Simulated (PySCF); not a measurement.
# CHF3 (trifluoromethane): levels of theory compared

Wanted: a comparison of 5 runs (HF/3-21G, B3LYP/6-31G*, B3LYP/6-31G**, M06-2X/6-311+G**) of CHF3 (trifluoromethane). The job is set up through a Python script.

The calculation is run with PySCF 2.14.0.

### 1 The molecule

The species is CHF3 (5 atoms), meant as a singlet with charge 0. As SMILES, `FC(F)F`. The shape is that of a PBE0-D4/def2-TZVP optimisation.

Bond lengths: F1–C2 1.331 Å, C2–F3 1.331 Å, C2–F4 1.331 Å, C2–H5 1.093 Å. Angles: F1–C2–F3 108.5°, F1–C2–F4 108.5°, F3–C2–F4 108.5°, F1–C2–H5 110.4°, F3–C2–H5 110.4°, F4–C2–H5 110.4°.

### 2 Energy and gradient at HF/3-21G (run 1)

File calc.py:

```python
# FC(F)F
from pyscf import gto, scf

molecule = gto.Mole()
molecule.atom = [
    ('F', (-0.668650, -0.329700, 1.079190)),
    ('C', (0.019500, 0.056360, 0.006820)),
    ('F', (1.047350, -0.773770, -0.157470)),
    ('F', (-0.772570, -0.035090, -1.059420)),
    ('H', (0.374370, 1.082210, 0.130870)),
]
molecule.max_memory = 1860
molecule.basis = '3-21g'
molecule.verbose = 4
molecule.build()

mf = scf.RHF(molecule)
mf.conv_tol = 1e-10
mf.kernel()
if not mf.converged:
    mf = mf.newton().run(mf.mo_coeff, mf.mo_occ)

energy = mf.e_tot
print('E = %.10f Eh' % energy)
grad = mf.nuc_grad_method().kernel()
dip = mf.dip_moment()
pop, q = mf.mulliken_pop()
```

Command:

```console
OMP_NUM_THREADS=1 python calc.py
```

The program printed:

```text
PySCF version 2.14.0

[INPUT] num. atoms = 5
[INPUT] num. electrons = 34
[INPUT] charge = 0
[INPUT] spin (= nelec alpha-beta = 2S) = 0
[INPUT] symmetry False subgroup None
[INPUT] Mole.unit = angstrom
[INPUT] Symbol           X                Y                Z      unit          X                Y                Z       unit  Magmom
[INPUT]  1 F     -0.668650000000  -0.329700000000   1.079190000000 AA   -1.263565373190  -0.623042703269   2.039373536369 Bohr   0.0
[INPUT]  2 C      0.019500000000   0.056360000000   0.006820000000 AA    0.036849659429   0.106504964380   0.012887932170 Bohr   0.0
[INPUT]  3 F      1.047350000000  -0.773770000000  -0.157470000000 AA    1.979204656563  -1.462213383405  -0.297575172835 Bohr   0.0
[INPUT]  4 F     -0.772570000000  -0.035090000000  -1.059420000000 AA   -1.459945712055  -0.066310489711  -2.002013650887 Bohr   0.0
[INPUT]  5 H      0.374370000000   1.082210000000   0.130870000000 AA    0.707456769253   2.045080509266   0.247308457922 Bohr   0.0

[... 44 lines left out ...]
converged SCF energy = -334.950675314345
[... 12 lines left out ...]
Dipole moment(X, Y, Z, Debye):  0.65726,  1.89987,  0.22982
[... 5 lines left out ...]
pop of  0 F 2py           0.88293
pop of  0 F 2pz           0.74752
pop of  0 F 3px           0.98898
pop of  0 F 3py           1.01512
pop of  0 F 3pz           0.93714
pop of  1 C 1s            1.98436
pop of  1 C 2s            0.43808
pop of  1 C 3s            0.54127
pop of  1 C 2px           0.43785
pop of  1 C 2py           0.57259
pop of  1 C 2pz           0.42177
pop of  1 C 3px           0.14827
pop of  1 C 3py           0.35216
pop of  1 C 3pz           0.12394
pop of  2 F 1s            1.98541
pop of  2 F 2s            0.44636
pop of  2 F 3s            1.56058
pop of  2 F 2px           0.76203
pop of  2 F 2py           0.81095
pop of  2 F 2pz           0.89044
pop of  2 F 3px           0.94708
pop of  2 F 3py           0.96674
pop of  2 F 3pz           1.02742
pop of  3 F 1s            1.98541
pop of  3 F 2s            0.44636
pop of  3 F 3s            1.56058
pop of  3 F 2px           0.81304
pop of  3 F 2py           0.90281
pop of  3 F 2pz           0.74757
pop of  3 F 3px           0.97607
pop of  3 F 3py           1.02944
pop of  3 F 3pz           0.93573
pop of  4 H 1s            0.50936
pop of  4 H 2s            0.27930
 ** Mulliken atomic charges  **
charge of    0F =     -0.39701
charge of    1C =      0.97971
charge of    2F =     -0.39702
charge of    3F =     -0.39702
charge of    4H =      0.21134
```

Wall time 2.3 s (1 thread of Intel Xeon at 2.50GHz (Skylake/Cascade Lake), shared host); peak memory 0.12 GiB.

### 3 Energy and forces at B3LYP/6-31G(d) (spherical functions) (run 2)

File run.py:

```python
import pyscf.grad
from pyscf import gto, dft

system = gto.Mole()
system.atom = '''
F       -0.668650      -0.329700       1.079190
C        0.019500       0.056360       0.006820
F        1.047350      -0.773770      -0.157470
F       -0.772570      -0.035090      -1.059420
H        0.374370       1.082210       0.130870
'''
system.basis = '6-31g*'
system.verbose = 4
system.max_memory = 1860
system.build()

calc0 = dft.RKS(system, xc='b3lyp')
calc0.grids.level = 5
calc0.conv_tol = 1e-10
calc0.kernel()
if not calc0.converged:
    calc0 = calc0.newton().run(calc0.mo_coeff, calc0.mo_occ)

e_tot = calc0.e_tot
print('Final energy', e_tot)
grad = calc0.Gradients().kernel()
calc0.analyze()
```

Command:

```console
OMP_NUM_THREADS=1 python run.py
```

The program printed:

```text
PySCF version 2.14.0

[INPUT] num. atoms = 5
[INPUT] num. electrons = 34
[INPUT] charge = 0
[INPUT] spin (= nelec alpha-beta = 2S) = 0
[INPUT] symmetry False subgroup None
[INPUT] Mole.unit = angstrom
[INPUT] Symbol           X                Y                Z      unit          X                Y                Z       unit  Magmom
[INPUT]  1 F     -0.668650000000  -0.329700000000   1.079190000000 AA   -1.263565373190  -0.623042703269   2.039373536369 Bohr   0.0
[INPUT]  2 C      0.019500000000   0.056360000000   0.006820000000 AA    0.036849659429   0.106504964380   0.012887932170 Bohr   0.0
[INPUT]  3 F      1.047350000000  -0.773770000000  -0.157470000000 AA    1.979204656563  -1.462213383405  -0.297575172835 Bohr   0.0
[INPUT]  4 F     -0.772570000000  -0.035090000000  -1.059420000000 AA   -1.459945712055  -0.066310489711  -2.002013650887 Bohr   0.0
[INPUT]  5 H      0.374370000000   1.082210000000   0.130870000000 AA    0.707456769253   2.045080509266   0.247308457922 Bohr   0.0

[... 76 lines left out ...]
Two-electron Energy =                  263.784961619293142
[... 7 lines left out ...]
MO #4   energy= -10.4266990964573  occ= 2
[... 5 lines left out ...]
MO #10  energy= -0.586070316094787 occ= 2
[... 5 lines left out ...]
MO #16  energy= -0.402100208523667 occ= 2
[... 5 lines left out ...]
MO #22  energy= 0.469238531545468  occ= 0
[... 5 lines left out ...]
MO #28  energy= 1.05676636050356   occ= 0
[... 5 lines left out ...]
MO #34  energy= 1.34277249286119   occ= 0
[... 5 lines left out ...]
MO #40  energy= 1.6944640616838    occ= 0
[... 5 lines left out ...]
MO #46  energy= 2.01220113427999   occ= 0
[... 5 lines left out ...]
MO #52  energy= 2.26327930175498   occ= 0
[... 5 lines left out ...]
MO #58  energy= 3.03330691692793   occ= 0
[... 27 lines left out ...]
pop of  1 C 3dz^2         0.00534
pop of  1 C 3dxz          0.00569
pop of  1 C 3dx2-y2       0.00475
pop of  2 F 1s            1.99997
pop of  2 F 2s            1.83192
pop of  2 F 3s            0.00368
pop of  2 F 2px           1.70891
pop of  2 F 2py           1.78237
pop of  2 F 2pz           1.91664
pop of  2 F 3px           0.00129
pop of  2 F 3py           0.00191
pop of  2 F 3pz           0.00128
pop of  2 F 3dxy          0.00435
pop of  2 F 3dyz          0.00097
pop of  2 F 3dz^2         0.00152
pop of  2 F 3dxz          0.00128
pop of  2 F 3dx2-y2       0.00203
pop of  3 F 1s            1.99997
pop of  3 F 2s            1.83192
pop of  3 F 3s            0.00368
pop of  3 F 2px           1.78789
pop of  3 F 2py           1.93879
pop of  3 F 2pz           1.68124
pop of  3 F 3px           0.00131
pop of  3 F 3py           0.00195
pop of  3 F 3pz           0.00121
pop of  3 F 3dxy          0.00073
pop of  3 F 3dyz          0.00131
pop of  3 F 3dz^2         0.00269
pop of  3 F 3dxz          0.00429
pop of  3 F 3dx2-y2       0.00112
pop of  4 H 1s            0.87474
pop of  4 H 2s            0.01201
 ** Mulliken atomic charges  **
charge of    0F =     -0.25810
charge of    1C =      0.66106
charge of    2F =     -0.25810
charge of    3F =     -0.25811
charge of    4H =      0.11325
Dipole moment(X, Y, Z, Debye):  0.45014,  1.30117,  0.15741
```

It took 25 s on 1 thread of Intel Xeon at 2.50GHz (Skylake/Cascade Lake), shared host; peak memory 0.59 GiB.

Runs 3 to 4 aren't shown in full; the table further down has their settings and results.

### 4 Energy and forces at M06-2X/6-311+G(d,p) (run 5)

File calc.py:

```python
import pyscf.grad
from pyscf import gto, dft

mol = gto.M(
    atom='''
F     -0.668650    -0.329700     1.079190
C      0.019500     0.056360     0.006820
F      1.047350    -0.773770    -0.157470
F     -0.772570    -0.035090    -1.059420
H      0.374370     1.082210     0.130870
''',
    verbose=4,
    basis='6-311+g**',
    max_memory=1860,
)

ks = dft.RKS(mol, xc='m06-2x')
ks.conv_tol = 1e-10
ks.grids.level = 5
ks.kernel()
if not ks.converged:
    ks = ks.newton().run(ks.mo_coeff, ks.mo_occ)

etot = ks.e_tot
print(f'total energy: {etot:.8f} hartree')
grad = ks.Gradients().kernel()
ks.analyze()
```

Command:

```console
OMP_NUM_THREADS=1 python calc.py
```

The program printed:

```text
PySCF version 2.14.0

[INPUT] num. atoms = 5
[INPUT] num. electrons = 34
[INPUT] charge = 0
[INPUT] spin (= nelec alpha-beta = 2S) = 0
[INPUT] symmetry False subgroup None
[INPUT] Mole.unit = angstrom
[INPUT] Symbol           X                Y                Z      unit          X                Y                Z       unit  Magmom
[INPUT]  1 F     -0.668650000000  -0.329700000000   1.079190000000 AA   -1.263565373190  -0.623042703269   2.039373536369 Bohr   0.0
[INPUT]  2 C      0.019500000000   0.056360000000   0.006820000000 AA    0.036849659429   0.106504964380   0.012887932170 Bohr   0.0
[INPUT]  3 F      1.047350000000  -0.773770000000  -0.157470000000 AA    1.979204656563  -1.462213383405  -0.297575172835 Bohr   0.0
[INPUT]  4 F     -0.772570000000  -0.035090000000  -1.059420000000 AA   -1.459945712055  -0.066310489711  -2.002013650887 Bohr   0.0
[INPUT]  5 H      0.374370000000   1.082210000000   0.130870000000 AA    0.707456769253   2.045080509266   0.247308457922 Bohr   0.0

[... 74 lines left out ...]
Total Energy =                        -338.234862432178261
[... 10 lines left out ...]
MO #4   energy= -10.8074869983442  occ= 2
[... 8 lines left out ...]
MO #13  energy= -0.584966307976783 occ= 2
[... 8 lines left out ...]
MO #22  energy= 0.176153872720511  occ= 0
[... 8 lines left out ...]
MO #31  energy= 0.297343479566329  occ= 0
[... 8 lines left out ...]
MO #40  energy= 0.605558474760088  occ= 0
[... 8 lines left out ...]
MO #49  energy= 1.41550591307979   occ= 0
[... 8 lines left out ...]
MO #58  energy= 1.81576142990705   occ= 0
[... 8 lines left out ...]
MO #67  energy= 3.79070019578517   occ= 0
[... 8 lines left out ...]
MO #76  energy= 4.21608131860986   occ= 0
[... 8 lines left out ...]
MO #85  energy= 6.44944861974589   occ= 0
[... 8 lines left out ...]
MO #94  energy= 66.9073407245787   occ= 0
[... 63 lines left out ...]
pop of  2 F 3dxy          0.00173
pop of  2 F 3dyz          0.00034
pop of  2 F 3dz^2         0.00060
pop of  2 F 3dxz          0.00047
pop of  2 F 3dx2-y2       0.00075
pop of  3 F 1s            1.99999
pop of  3 F 2s            1.83288
pop of  3 F 3s            0.00661
pop of  3 F 4s            0.00121
pop of  3 F 5s            0.00027
pop of  3 F 2px           1.78997
pop of  3 F 2py           1.94470
pop of  3 F 2pz           1.67674
pop of  3 F 3px           0.00338
pop of  3 F 3py           0.00540
pop of  3 F 3pz           0.00283
pop of  3 F 4px           0.00124
pop of  3 F 4py           0.00140
pop of  3 F 4pz           0.00098
pop of  3 F 5px           0.00046
pop of  3 F 5py           0.00057
pop of  3 F 5pz           0.00036
pop of  3 F 3dxy          0.00026
pop of  3 F 3dyz          0.00046
pop of  3 F 3dz^2         0.00103
pop of  3 F 3dxz          0.00173
pop of  3 F 3dx2-y2       0.00041
pop of  4 H 1s            0.86242
pop of  4 H 2s            0.01073
pop of  4 H 3s            0.00396
pop of  4 H 2px           0.00051
pop of  4 H 2py           0.00147
pop of  4 H 2pz           0.00040
 ** Mulliken atomic charges  **
charge of    0F =     -0.27288
charge of    1C =      0.69814
charge of    2F =     -0.27288
charge of    3F =     -0.27288
charge of    4H =      0.12050
Dipole moment(X, Y, Z, Debye):  0.58339,  1.68634,  0.20398
```

Run time: 50 s. Hardware: 1 thread of Intel Xeon at 2.50GHz (Skylake/Cascade Lake), shared host; peak memory 0.92 GiB.

### 5 The series

```csv
run,level,integration grid,Cartesian functions,energy (Eh),dipole moment (D),HOMO energy (eV),LUMO energy (eV),wall time
1,HF/3-21G,–,no,-334.950675,2.02,-15.89,7.63,2.3 s
2,B3LYP/6-31G* (spherical functions),5,no,-338.222098,1.39,-10.55,3.24,25 s
3,B3LYP/6-31G** (spherical functions),5,no,-338.223530,1.39,-10.54,3.24,20 s
4,B3LYP/6-31G* (Cartesian functions),5,yes,-338.225629,1.39,-10.56,3.23,25 s
5,M06-2X/6-311+G**,5,no,-338.234862,1.80,-13.35,0.37,50 s
```

### 6 Outcome

| quantity | value |
| --- | --- |
| run 5: total energy | -338.23486 Eh |
| run 5: dipole moment | 1.80 D |
| run 5: HOMO energy | -13.35 eV |
| run 5: LUMO energy | 0.37 eV |
| run 5: HOMO–LUMO gap | 13.72 eV |
| run 5: largest force on an atom | 0.337 eV/Å |

**Reading.** The dipole moment (its size) runs from 1.39 D (B3LYP/6-31G**) to 2.02 D (HF/3-21G). The two ends differ in method and basis. The HOMO–LUMO gap runs from 13.72 eV (M06-2X/6-311+G**) to 23.52 eV (HF/3-21G). Totals of different functionals can't be ranked against each other. All runs together took 2 min, the longest 50 s.
